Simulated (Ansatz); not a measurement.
# HfSiO4: the cost of one run

Method: DFT PBE, scalar-relativistic, plane waves, PAW, in Ansatz 0.2.0.

## (1) The structure to begin with

It takes space group P6/mmm (No. 191, hexagonal). Conventional cell: a = 3.143 Å, b = 3.143 Å, c = 6.980 Å, α = 90.00°, β = 90.00°, γ = 120.00°. Hf (site symmetry 6/mmm) is surrounded by 12 O at 2.60 Å. Around Si (site symmetry 6/mmm) lie 12 O at 2.44 Å. O (site symmetry 3m) is surrounded by 3 O at 1.81 Å and 3 Si at 2.44 Å and 3 Hf at 2.60 Å.

As a file:

```xyz
6
Lattice="3.1435 0.0000 0.0000 -1.5717 2.7223 0.0000 0.0000 0.0000 6.9799" Properties=species:S:1:pos:R:3 pbc="T T T"
Hf    0.0000    0.0000    3.4899
Si    0.0000    0.0000    0.0000
O     1.5717    0.9074    1.6311
O     0.0000    1.8149    5.3487
O     0.0000    1.8149    1.6311
O     1.5717    0.9074    5.3487
```

A structure generator made this guess: species swapped into a database cell of MgAlB4 (P6/mmm, No. 191), with Hf on the Mg sites, Si on the Al sites and O on the B sites. The dimensions are guesses.

## (2) The guess as it stands, on a coarse mesh

File input.yaml:

```yaml
crystal:
  lattice:
    - [3.14349035, 0.0, 0.0]
    - [-1.57174518, 2.7223425, 0.0]
    - [0.0, 0.0, 6.97988481]
  atoms:
    - { symbol: Hf, position: [0.0, 0.0, 0.5] }
    - { symbol: Si, position: [0.0, 0.0, 0.0] }
    - { symbol: O, position: [0.66666667, 0.33333333, 0.23369201] }
    - { symbol: O, position: [0.33333333, 0.66666667, 0.76630799] }
    - { symbol: O, position: [0.33333333, 0.66666667, 0.23369201] }
    - { symbol: O, position: [0.66666667, 0.33333333, 0.76630799] }
basis:
  ecutwfc: 420
kpoints:
  mp_grid: { grid: [6, 6, 4] }
hamiltonian:
  xc: pbe
scf:
  occupations: { method: gaussian, width: 0.1 }
  lower_state_search: "off"
output:
  forces: true
  stress: true
  eigenvalues: true
```

The run is started by

```bash
> ansatz run input.yaml --threads 1 --pin off --max-ram 2560MiB --backend cpu --events-out ev --progress --plain --runs-dir out
```

What time and memory should one allow on 1 thread of AMD EPYC 7R43 (Zen 3), shared host?

About 2.9 s, with a peak of 0.4 GiB.
